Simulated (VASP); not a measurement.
These are PBEsol GGA, VASP's PBE PAW potentials (set 64) (plane waves; VASP) values and carry that method's errors.

The input files of a VASP run:

INCAR:
```
LREAL = .FALSE.   ! projection in real space or not
NELM = 100   ! most electronic steps
GGA = PS
ICHARG = 11   ! fixed density
LMAXMIX = 4
ISMEAR = 0   ! Gaussian
EDIFF = 1E-7   ! SCF stop (eV)
PREC = Accurate
LASPH = .TRUE.   ! aspherical one-centre terms
LCHARG = .FALSE.
SYSTEM = CsBr
LWAVE = .FALSE.
SIGMA = 0.05   ! width (eV)
LORBIT = 11   ! lm-projected
ENCUT = 520   ! plane-wave cut-off (eV)
ALGO = Normal   ! blocked Davidson
```

### POSCAR
```
CsBr
1.0
  4.2500717677   0.0000000000   0.0000000000
  0.0000000000   4.2500717677   0.0000000000
  0.0000000000   0.0000000000   4.2500717677
Cs Br
1 1
Cartesian
  0.0000000000   0.0000000000   0.0000000000
  2.1250358838   2.1250358838   2.1250358838
```

File KPOINTS:
```
k-points along high-symmetry lines
15
Line-mode
Reciprocal
  0.000000   0.000000   0.000000 ! GAMMA
  0.000000   0.500000   0.000000 ! X

  0.000000   0.500000   0.000000 ! X
  0.500000   0.500000   0.000000 ! M

  0.500000   0.500000   0.000000 ! M
  0.000000   0.000000   0.000000 ! GAMMA

  0.000000   0.000000   0.000000 ! GAMMA
  0.500000   0.500000   0.500000 ! R

  0.500000   0.500000   0.500000 ! R
  0.000000   0.500000   0.000000 ! X

  0.500000   0.500000   0.500000 ! R
  0.500000   0.500000   0.000000 ! M
```

POTCAR, in this order: Cs_sv Br (PBE.64 set). Program: vasp_std. Read from the step before: CHGCAR.

Output of the run:

OSZICAR:
```
       N       E                     dE             d eps       ncg     rms          rms(c)
DAV:   1     0.941557507850E+02    0.94156E+02   -0.67279E+03  2160   0.113E+03
DAV:   2     0.957191966065E+00   -0.93199E+02   -0.86280E+02  3124   0.180E+02
DAV:   3    -0.630314917427E+01   -0.72603E+01   -0.72290E+01  2680   0.575E+01
DAV:   4    -0.638081476659E+01   -0.77666E-01   -0.77619E-01  2540   0.683E+00
DAV:   5    -0.638154650567E+01   -0.73174E-03   -0.73166E-03  2624   0.643E-01
DAV:   6    -0.638156068977E+01   -0.14184E-04   -0.14183E-04  2576   0.805E-02
DAV:   7    -0.638156108628E+01   -0.39650E-06   -0.39648E-06  2628   0.114E-02
DAV:   8    -0.638156109898E+01   -0.12701E-07   -0.12694E-07  2284   0.184E-03
   1 F= -.63815611E+01 E0= -.63815611E+01  d E =-.454718E-13
```

### OUTCAR
```
 val. band max:       -0.2779273507   @ k =   0.0000   0.0000   0.0000

 cond. band min:       4.1388855947   @ k =   0.0000   0.0000   0.0000



 k-point     1 :       0.0000    0.0000    0.0000
  band No.  band energies     occupation
      1     -20.0027      2.00000
      2     -12.7006      2.00000
      3      -6.5670      2.00000
      4      -6.5670      2.00000
      5      -6.5670      2.00000
      6      -0.2779      2.00000
      7      -0.2779      2.00000
      8      -0.2779      2.00000
      9       4.1389      0.00000
     10       4.4845      0.00000
     11       4.4845      0.00000
     12       8.8996      0.00000

 k-point     2 :       0.0000    0.0357    0.0000
  band No.  band energies     occupation
      1     -20.0019      2.00000
      2     -12.7008      2.00000
      3      -6.5729      2.00000
      4      -6.5655      2.00000
      5      -6.5655      2.00000
      6      -0.3031      2.00000
      7      -0.2808      2.00000
      8      -0.2808      2.00000
      9       4.1748      0.00000
     10       4.4932      0.00000
     11       4.5160      0.00000
     12       8.8953      0.00000

 k-point     3 :       0.0000    0.0714    0.0000
  band No.  band energies     occupation
      1     -19.9997      2.00000
      2     -12.7015      2.00000
      3      -6.5904      2.00000
      4      -6.5612      2.00000
      5      -6.5612      2.00000
      6      -0.3755      2.00000
      7      -0.2894      2.00000
      8      -0.2894      2.00000
      9       4.2793      0.00000
     10       4.5190      0.00000
     11       4.6095      0.00000
     12       8.8673      0.00000

 k-point     4 :       0.0000    0.1071    0.0000
  band No.  band energies     occupation
      1     -19.9961      2.00000
      2     -12.7027      2.00000
      3      -6.6180      2.00000
      4      -6.5541      2.00000
      5      -6.5541      2.00000
      6      -0.4864      2.00000
      7      -0.3033      2.00000
...
```

The density is held fixed in this step, so its total energy and stress have no physical meaning. Unless said otherwise, spin-orbit coupling is left out, though it shifts the bands of the heavy elements here.

The compound is CsBr in the CsCl type structure. It was relaxed first.
